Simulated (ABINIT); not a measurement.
Crystal: Au.

```
Au
1.0
     0.00000    2.03500    2.03500
     2.03500    0.00000    2.03500
     2.03500    2.03500    0.00000
Au
1
Direct
  0.00000 0.00000 0.00000
```

Base run:

```yaml
Program: ABINIT 10.8.3 (patched build)
Functional: r2SCAN
Potentials_or_basis: Ansatz PAW PBE default generated set, frozen core
Cutoff: 490 eV
k_mesh: 11 × 11 × 11
Occupations: fermi-dirac, width 0.05 eV
Spin: no spin polarisation
```

Its results: band gap on the k mesh none (metal or under the smearing width); pressure 6.8 GPa.

Question: The run is repeated on the same cell with these changes: potentials or basis from Ansatz PAW PBE default generated set, frozen core to SG15 NC PBE v1.2; cutoff from 490 eV to 1143 eV. What comes out?

Answer: Band gap on the k mesh none (metal or under the smearing width); pressure 6.3 GPa.

Caveats: the PAW data sets were made with another functional, which shifts forces and pressure a little (some runs); the potentials were made for another functional, which shifts forces and pressure (some runs).
